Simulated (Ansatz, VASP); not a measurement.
## Two plane-wave programs on Ga

File INCAR:

```
SYSTEM = Ga
  PREC = Accurate
  ENCUT = 520
  EDIFF = 1E-6
  ISMEAR = 0
  SIGMA = 0.1
  LREAL = .False.
  LASPH = .True.
  NELM = 100
  ALGO = Normal
  ISIF = 2
  LWAVE = .False.
  LCHARG = .True.
  GGA = PS
  LELF = .True.
  LVHAR = .True.
  NBANDS = 20
```

KPOINTS

```
regular mesh
0
Gamma
  16 12 10
  0 0 0
```

The input POSCAR:

```
Ga
1.0
    2.7245484807      0.0000000000     -0.0169761589
    0.0000000000      3.0632177250      0.0000000000
   -1.3417625387      0.0000000000      4.0236202613
Ga
2
Direct
    0.8638994627      0.2500000000      0.2437359242
    0.1361005373      0.7500000000      0.7562640758
```

Input for Ansatz:

```yaml
crystal:
  lattice:
    - [2.7245484807, 0.0, -0.0169761589]
    - [0.0, 3.063217725, 0.0]
    - [-1.3417625387, 0.0, 4.0236202613]
  atoms:
    - { symbol: Ga, position: [0.8638994627, 0.25, 0.2437359242] }
    - { symbol: Ga, position: [0.1361005373, 0.75, 0.7562640758] }
basis:
  ecutwfc: 420
kpoints:
  mp_grid: { grid: [16, 12, 10] }
hamiltonian:
  xc: pbesol
scf:
  occupations: { method: gaussian, width: 0.1 }
output:
  forces: true
  stress: true
  eigenvalues: true
```

Alike in both runs: task single point; functional PBEsol; k mesh 16 × 12 × 10; occupations gaussian, width 0.1 eV; no spin polarisation.

|  | VASP | Ansatz |
| --- | --- | --- |
| version | VASP 6.6.1 | Ansatz 0.2.0 |
| potentials or method | VASP PAW PBE potentials, release 64 (Ga_d) | scalar-relativistic, plane waves, PAW |
| plane-wave cutoff (eV) | 520 | 420 |
| valence electrons in the cell | 26 | 26 |

VASP gave:

```
gap on the k mesh at the Fermi level (eV)       : none
pressure (GPa)                                  : 5.1
largest component of the traceless stress (GPa) : 3.81
rms of the force components (eV/Å)              : 0.300
```

**Question.** What did Ansatz give for the same quantities?

**Answer.** gap on the k mesh at the Fermi level (eV): none; pressure (GPa): 5.1; largest component of the traceless stress (GPa): 3.81; rms of the force components (eV/Å): 0.301.

Atom by atom the forces differ by 0.001 eV/Å (rms over components). A gap of «none» marks a metal or a gap that the smearing closes. With one functional, cell and mesh, what is left measures potentials, basis and numerics.

Caveats: the PAW data sets were made with another functional, which shifts forces and pressure a little (VASP).
